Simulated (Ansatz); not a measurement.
The system is CaO.

```
CELL_PARAMETERS angstrom
0.00000 2.40356 2.40356
2.40356 0.00000 2.40356
2.40356 2.40356 0.00000
ATOMIC_POSITIONS crystal
Ca 0.00000 0.00000 0.00000
O 0.50000 0.50000 0.50000
```

The cell is a database's computed one.

Base run:

* Program: Ansatz 0.2.0
* Functional: PBE0
* Potentials or basis: all-electron PAW datasets made for the crystal
* Cutoff: 340 eV (chosen from the basis error)
* k mesh: 8 × 8 × 8
* Occupations: fermi-dirac, width 0.05 eV
* Spin: no spin polarisation

Its results: band gap on the k mesh 6.05 eV, indirect (least direct gap 6.48 eV); pressure -0.7 GPa.

Q: The run is repeated on the same cell with these changes: functional from PBE0 to HSE06. What comes out?

A: Band gap on the k mesh 5.31 eV, indirect (least direct gap 5.73 eV); pressure -0.6 GPa.

A k mesh can miss the band edges.
